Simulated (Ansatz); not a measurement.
# TiAl3: the cost of one run

Method: DFT PBE, scalar-relativistic, plane waves, PAW, in Ansatz 0.2.0.

4 further runs of the same task are left out: 1 that didn't finish, 3 set aside as unsound or not needed.

## (1) Starting point

Symmetry: Pm-3m, No. 221, cubic system. Conventional cell: a = 3.980 Å, b = 3.980 Å, c = 3.980 Å, α = 90.00°, β = 90.00°, γ = 90.00°. Ti (site symmetry m-3m) has 12 Al at 2.81 Å in its first shell of neighbours. Al (site symmetry 4/mmm) is surrounded by 4 Ti at 2.81 Å and 8 Al at 2.81 Å.

Structure file:

```cif
data_structure
_symmetry_space_group_name_H-M 'Pm-3m'
_symmetry_Int_Tables_number 221
_cell_length_a 3.9797
_cell_length_b 3.9797
_cell_length_c 3.9797
_cell_angle_alpha 90.000
_cell_angle_beta 90.000
_cell_angle_gamma 90.000
_cell_volume 63.03
loop_
_atom_site_label
_atom_site_type_symbol
_atom_site_symmetry_multiplicity
_atom_site_Wyckoff_symbol
_atom_site_fract_x
_atom_site_fract_y
_atom_site_fract_z
_atom_site_occupancy
Ti1 Ti 1 a 0.00000 0.00000 0.00000 1
Al1 Al 3 c 0.50000 0.50000 0.00000 1
```

It goes back to an entry of the Materials Project, which need not be the stable form.

It is the result of an earlier relaxation at this level (volume 15.76 Å³/atom; gap on the mesh: none (metal)).

## (2) Next: the Σ3 (111) boundary, mirror on a plane, shift [0, 0]

One grain is mirrored in the boundary plane and shifted (fractions of the plane's cell), atoms that come too close are joined, and the cell holds two boundaries. Atoms and the cell's height relax; energies count from the bulk on a matched mesh, -1028.4154 eV an atom.

The cell holds 18 Al, 6 Ti: a = 5.628 Å, b = 5.628 Å, c = 13.786 Å, α = 90.00°, β = 90.00°, γ = 120.00°.

## (3) The relaxation run

File input.yaml:

```yaml
crystal:
  lattice:
    - [5.6281834858, 0.0, 0.0]
    - [-2.8140917429, 4.8741498758, 0.0]
    - [0.0, 0.0, 13.7861777189]
  atoms:
    - { symbol: Al, position: [0.5, 0.0, 1.0] }
    - { symbol: Al, position: [0.5, 0.5, 1.0] }
    - { symbol: Ti, position: [0.0, 0.0, 0.0] }
    - { symbol: Ti, position: [0.6666666667, 0.3333333333, 0.1666666667] }
    - { symbol: Ti, position: [0.3333333333, 0.6666666667, 0.3333333333] }
    - { symbol: Al, position: [0.0, 0.5, 0.0] }
    - { symbol: Al, position: [0.6666666667, 0.8333333333, 0.1666666667] }
    - { symbol: Al, position: [0.3333333333, 0.1666666667, 0.3333333333] }
    - { symbol: Al, position: [0.1666666667, 0.3333333333, 0.1666666667] }
    - { symbol: Al, position: [0.8333333333, 0.6666666667, 0.3333333333] }
    - { symbol: Al, position: [0.8333333333, 0.1666666667, 0.3333333333] }
    - { symbol: Al, position: [0.1666666667, 0.8333333333, 0.1666666667] }
    - { symbol: Ti, position: [0.6666666667, 0.3333333333, 0.8333333333] }
    - { symbol: Ti, position: [0.3333333333, 0.6666666667, 0.6666666667] }
    - { symbol: Al, position: [0.6666666667, 0.8333333333, 0.8333333333] }
    - { symbol: Al, position: [0.3333333333, 0.1666666667, 0.6666666667] }
    - { symbol: Al, position: [0.5, 0.0, 0.5] }
    - { symbol: Al, position: [0.1666666667, 0.3333333333, 0.8333333333] }
    - { symbol: Al, position: [0.8333333333, 0.6666666667, 0.6666666667] }
    - { symbol: Al, position: [0.5, 0.5, 0.5] }
    - { symbol: Al, position: [0.8333333333, 0.1666666667, 0.6666666667] }
    - { symbol: Al, position: [0.1666666667, 0.8333333333, 0.8333333333] }
    - { symbol: Ti, position: [0.0, 1.0, 0.5] }
    - { symbol: Al, position: [0.0, 0.5, 0.5] }
basis:
  ecutwfc: 420
kpoints:
  mp_grid: { grid: [6, 6, 3] }
hamiltonian:
  xc: pbe
scf:
  occupations: { method: gaussian, width: 0.1 }
output:
  forces: true
  stress: true
  eigenvalues: true
  populations: true
relax:
  adjacent_minimum: "off"
  f_tol: 0.02
  max_steps: 60
  cell: { fix: [a, b, alpha, beta, gamma], stress_tol: 0.1 }
```

Command:

```
> ansatz run input.yaml --threads 4 --pin off --max-ram 11264MiB --backend cpu --events-out ev --progress --plain --runs-dir out
```

Q: Estimate wall time and peak memory on 4 threads of Arm Neoverse V1, shared host.

About 37 s, with a peak of 1.3 GiB.
